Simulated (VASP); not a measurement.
**How a change of volume changes ZnS (F-43m)**

How do the elastic response and the band edges of ZnS follow a change of volume?

Main program and level: VASP 6.6.1; LDA; plane waves and PAW (Zn, S), in the first sound run; inputs show where later runs differ.

Most raw output is cut from this account.

## Step 1: Starting point

Symmetry: F-43m, No. 216, cubic system. Conventional cell: a = 5.410 Å, b = 5.410 Å, c = 5.410 Å, α = 90.00°, β = 90.00°, γ = 90.00°. Nearest to Zn lie 4 S at 2.34 Å. Nearest to S lie 4 Zn at 2.34 Å. Farther neighbours and most contacts between anions are not listed.

Coordinates:

```xyz
2
Lattice="0.0000 2.7050 2.7050 2.7050 0.0000 2.7050 2.7050 2.7050 0.0000" Properties=species:S:1:pos:R:3 pbc="T T T"
Zn    0.0000    0.0000    0.0000
S     1.3525    1.3525    1.3525
```

## Step 2: Relax the crystal, LDA

The series starts from the cell that this level prefers, so that zero strain is near zero stress.

This step took 2 runs in a row; the last is shown.

Level: LDA; plane waves and PAW (Zn, S).

The input, INCAR:

```
SYSTEM = ZnS
PREC = Accurate
ENCUT = 450
EDIFF = 1E-07
NELM = 120
ISMEAR = 0
SIGMA = 0.02
LREAL = .FALSE.
ALGO = Normal
GGA = CA
NBANDS = 15
LASPH = .TRUE.
LORBIT = 11
LWAVE = .FALSE.
LCHARG = .FALSE.
KPAR = 16
IBRION = 2
NSW = 40
ISIF = 3
EDIFFG = -0.005
POTIM = 0.4
```

The input, POSCAR:

```
ZnS
1.0
    0.0000000000      2.6503118738      2.6503118738
    2.6503118738      0.0000000000      2.6503118738
    2.6503118738      2.6503118738      0.0000000000
Zn S
1 1
Direct
    0.0000000000      0.0000000000      0.0000000000
    0.2500000000      0.2500000000      0.2500000000
```

The input, KPOINTS:

```
Automatic mesh
0
Gamma
10 10 10
0 0 0
```

Potentials, in the order of the species: Zn and S (LDA family, release 64).

Run with:

```
mpirun -np 16 vasp_std
```

Wall time 2.6 s (16 MPI ranks of Intel Xeon 6975P-C (Granite Rapids), shared host); peak memory 2.5 GiB.

Read from the output:

```
energy(sigma→0) of the program : -8.2075 eV
stress, compression positive   : xx, yy, zz -0.03, -0.03, -0.03 GPa
volume                         : 37.232 Å³
ionic steps                    : 1
```

## Step 3: Relax at fixed volume, LDA

One member in full: the volume is scaled by 1.015, and the cell is held.

Level: LDA; plane waves and PAW (Zn, S).

INCAR: that of step 2 with these lines changed.

```diff
@@ -15,7 +15,8 @@
 LCHARG = .FALSE.
-KPAR = 16
+KPAR = 4
 IBRION = 2
 NSW = 40
-ISIF = 3
-EDIFFG = -0.005
+ISIF = 2
+EDIFFG = -0.004
 POTIM = 0.4
+MAXMIX = 40
```

The input, POSCAR:

```
ZnS
1.0
    0.0000000000      2.6634977221      2.6634977221
    2.6634977221      0.0000000000      2.6634977221
    2.6634977221      2.6634977221      0.0000000000
Zn S
1 1
Direct
    0.0000000000      0.0000000000      0.0000000000
    0.2500000000      0.2500000000      0.2500000000
```

KPOINTS is that of step 2.

Run with:

```
mpirun -np 4 vasp_std
```

It took 5 s on 4 MPI ranks; peak memory 0.53 GiB; 13 s of CPU time.

This run gave:

```
energy(sigma→0) of the program : -8.2056 eV
stress, compression positive   : xx, yy, zz -1.28, -1.28, -1.28 GPa
ionic steps                    : 1
```

## Step 4: Band edges, HSE06

Short lines in KPOINTS_OPT sample the zone centre, for masses, and the other valleys.

Level: HSE06; plane waves and PAW (Zn, S).

The input, INCAR:

```
SYSTEM = ZnS
PREC = Accurate
ENCUT = 450
EDIFF = 1E-06
NELM = 100
ISMEAR = 0
SIGMA = 0.02
LREAL = .FALSE.
ALGO = Normal
LHFCALC = .TRUE.
AEXX = 0.25
GGA = PE
HFSCREEN = 0.2
LASPH = .TRUE.
NBANDS = 14
PRECFOCK = Fast
LWAVE = .FALSE.
LCHARG = .FALSE.
KPAR = 4
```

POSCAR is that of step 3.

The input, KPOINTS:

```
Automatic mesh
0
Gamma
5 5 5
0 0 0
```

The input, KPOINTS_OPT:

```
Line mode
6
Line-mode
Reciprocal
  0.00000000   0.00000000   0.00000000
  0.02119544   0.02119544   0.00000000

  0.00000000   0.00000000   0.00000000
 -0.00000000  -0.02119544  -0.02119544

  0.31000000   0.31000000   0.00000000
  0.50000000   0.50000000   0.00000000

  0.00000000   0.31000000   0.31000000
  0.00000000   0.50000000   0.50000000

  0.45000000   0.45000000   0.45000000
  0.50000000   0.50000000   0.50000000

  0.45000000   0.00000000   0.00000000
  0.50000000   0.00000000   0.00000000

  0.42500000   0.42500000   0.00000000
  0.42500000   0.44619544   0.02119544

  0.50000000   0.50000000   0.50000000
  0.48501256   0.51498744   0.50000000
```

Run with:

```
mpirun -np 4 vasp_std
```

Elapsed: 3.5 min, on 4 MPI ranks; peak memory 1 GiB; 9.3 min of CPU time.

Numbers from this step:

```
energy(sigma→0) of the program : -8.3734 eV
```

## Step 5: The whole series

Hybrid runs start from orbitals of a short LDA run, not shown.

Runs beyond LDA use the data sets made with LDA; this shifts their levels slightly, and their total energies have another zero.

The other members went through these steps as far as the tables show, with the same cutoff and, step by step, the same mesh; 26 runs are not shown. The session took 2.1 core hours (wall time by ranks) on a shared machine.

| volume over the relaxed volume | volume (Å³/atom) | pressure (GPa) | energy above the unstrained row (meV/atom) | gap on the mesh, LDA (eV) |
| --- | --- | --- | --- | --- |
| 0.940 | 17.499 | 6.116 | 20.977 | 2.438 |
| 0.955 | 17.779 | 4.392 | 11.601 | 2.364 |
| 0.970 | 18.058 | 2.799 | 5.132 | 2.291 |
| 0.985 | 18.337 | 1.329 | 1.338 | 2.220 |
| 1 | 18.616 | -0.028 | 0.000 | 2.150 |
| 1.015 | 18.895 | -1.282 | 0.932 | 2.082 |
| 1.030 | 19.175 | -2.432 | 3.946 | 2.016 |
| 1.045 | 19.454 | -3.491 | 8.910 | 1.951 |
| 1.060 | 19.733 | -4.467 | 15.647 | 1.887 |

A cubic of the pressure in ln(V/V₀) through all rows has the slope −B at V₀: B = 87 GPa, and its curvature gives B′ = 4.4.

Band edges at HSE06, counted from the valence-band top at Γ, with one row partly withheld:

| volume over the relaxed volume | gap (eV) | conduction band at Γ (eV) | Δ or X valley along z (eV) | lowest conduction level at L, [111] (eV) | second valence level below the top (eV) | third valence level below the top (eV) |
| --- | --- | --- | --- | --- | --- | --- |
| 0.940 | 3.936 | 3.936 | 4.099 | 4.807 | 0.000 | 0.000 |
| 0.955 | 3.858 | 3.858 | 4.142 | 4.778 | 0.000 | 0.000 |
| 0.970 | 3.781 | 3.781 | 4.183 | 4.748 | 0.000 | 0.000 |
| 0.985 | 3.706 | 3.706 | 4.223 | 4.718 | 0.000 | 0.000 |
| 1 | ? | ? | 4.261 | 4.688 | 0.000 | 0.000 |
| 1.015 | 3.559 | 3.560 | 4.297 | 4.657 | 0.000 | 0.000 |
| 1.030 | 3.488 | 3.488 | 4.331 | 4.626 | 0.000 | 0.000 |
| 1.045 | 3.418 | 3.418 | 4.364 | 4.595 | 0.000 | 0.000 |
| 1.060 | 3.349 | 3.350 | 4.396 | 4.563 | 0.000 | 0.000 |

Conduction masses, in electron masses (the axis is [001]):

| volume over the relaxed volume | conduction mass at Γ, along the strain axis or the normal of the plane |
| --- | --- |
| 0.940 | 0.214 |
| 0.955 | 0.209 |
| 0.970 | 0.208 |
| 0.985 | 0.205 |
| 1 | 0.204 |
| 1.015 | 0.202 |
| 1.030 | 0.200 |
| 1.045 | 0.198 |
| 1.060 | 0.198 |

## Step 6: Working out the slope

The quantity to fit is the conduction level at Γ above the mean of the three top valence levels at HSE06: 3.936, 3.858, 3.781, 3.706, 3.560, 3.488, 3.418, 3.350 eV in the rows shown.

A least-squares parabola through the 8 rows shown, with u the logarithm of the volume ratio: E = 0.6196 u² − 4.879 u + 3.632 (eV), r.m.s. residual 5.6e-5 eV.

For the withheld row, u = 0, the fit gives 3.6320 eV.

## Step 7: The withheld row

The calculation gives 3.6321 eV, so the prediction is 0.0001 eV too low.

## Step 8: Summary of results

| Quantity | Value |
| --- | --- |
| bulk modulus | 87 GPa |
| dE/d ln V of the conduction level at Γ above the mean of the three top valence levels, HSE06 | -4.88 eV |
| error of the predicted row | -0.1 meV |

What this shows: The slope of the energy gives 0.10 GPa at the relaxed volume where the pressure column has -0.03 GPa, a mark of the finite basis. At HSE06 the lowest conduction valley is Γ throughout, and the gap runs between 3.35 and 3.94 eV. Hole masses are left out throughout, since the top bands are degenerate or cross in many series; of conduction masses, those of the Γ, L and (for Si and Ge under (001) strain) Δ valleys are kept where they change by under an eighth between rows. HSE06 ran on a coarser mesh than the semilocal levels. Spin-orbit coupling is left out at HSE06, so the valence splittings there lack it. Δ or X levels are the lowest on their line, refined by a parabola unless they lie at X; the gap is read from all points sampled and can differ from the lowest valley by some meV, or by tens of meV where strain moves the valence top off Γ. Temperature, zero-point motion and excitons are left out.

[Lines on the potential files, build, host, timing and source positions are cut from VASP's logs without a mark.]

[Logs are printed without paths, hosts, clocks, repeated set-up lines and the standing remarks that a program may print on its own settings, such as how far it seeks lower states.]

[Hosts, paths, dates, database ids (printed as entryN), source tags and the programs' standing remarks are cut or masked in the printed files.]

[In band tables of VASP the shares of atoms and orbitals are scaled to a sum of 1 inside the atoms' spheres.]
